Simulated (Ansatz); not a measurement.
# Pt: a tetragonal deformation path

An exercise on one series of results from a longer session: the logs are not shown, and one member is left open.

The COD entry's cell or inner coordinates are ideal or old and differ from later refinements, so a difference from it is no clean test against experiment.

Method: DFT PBE, scalar-relativistic, plane waves, PAW, in Ansatz 0.2.0.

### Starting point

Symmetry: Fm-3m, No. 225, cubic system. The conventional cell has a = 3.916 Å, b = 3.916 Å, c = 3.916 Å, α = 90.00°, β = 90.00°, γ = 90.00°. Pt (site symmetry m-3m) is surrounded by 12 Pt at 2.77 Å.

Coordinates:

```xyz
1
Lattice="0.0000 1.9579 1.9579 1.9579 0.0000 1.9579 1.9579 1.9579 0.0000" Properties=species:S:1:pos:R:3 pbc="T T T"
Pt    0.0000    0.0000    0.0000
```

The structure comes from the Crystallography Open Database.

Set-up of the first run:

File input.yaml:

```yaml
crystal:
  lattice:
    - [0.0, 1.9579, 1.9579]
    - [1.9579, 0.0, 1.9579]
    - [1.9579, 1.9579, 0.0]
  atoms:
    - { symbol: Pt, position: [0.0, 0.0, 0.0] }
basis:
  ecutwfc: 420
kpoints:
  mp_grid: { grid: [8, 8, 8] }
hamiltonian:
  xc: pbe
scf:
  occupations: { method: gaussian, width: 0.1 }
output:
  forces: true
  stress: true
  eigenvalues: true
```

Run with:

```
ansatz run input.yaml --threads 1 --pin off --max-ram 2560MiB --backend cpu --events-out ev --progress --plain --runs-dir out
```

Among the steps run: A first look at the start; The undisturbed cell; Point ρ = 0.707; ρ = 1.414; At ρ = 0.850; Point ρ = 1.200; Point ρ = 0.780; Point ρ = 1.300; ρ = 0.920; ρ = 1.100; At ρ = 0.650; Point ρ = 1.500; At ρ = 0.960; Point ρ = 1.050.

One of the session's tables, all rows but one given; the rest of the session is left out.

Collected from the runs (energy zero: the undisturbed cell):

```
    ρ  ΔE (meV/atom)  pressure (GPa)
0.650           81.2            14.1
0.707          103.5            14.4
0.780           80.1            13.9
0.850              ?               ?
0.920           14.9            12.1
0.960            3.8            11.8
1.000            0.0            11.7
1.050            6.7            11.9
1.100           31.8            12.8
1.200          145.3            16.8
1.300          344.7            23.9
1.414          659.0            35.7
1.500          954.2            47.0
```

Q: Estimate the row for ρ = 0.850 from the others.

Worked estimate for «ΔE (meV/atom)». A straight line through the neighbours (0.780, 80.1) and (0.920, 14.9) gives 80.1 + (14.9 − 80.1) × (0.850 − 0.780) / (0.920 − 0.780) = 47.5; a parabola fitted to 4 rows on both sides gives 49.2.

As computed: ΔE (meV/atom): 44.8; pressure (GPa): 13.0. In «ΔE (meV/atom)» the line misses by +2.7 and the parabola by +4.4.

Limits of these values: Spin-orbit coupling is left out for Pt.
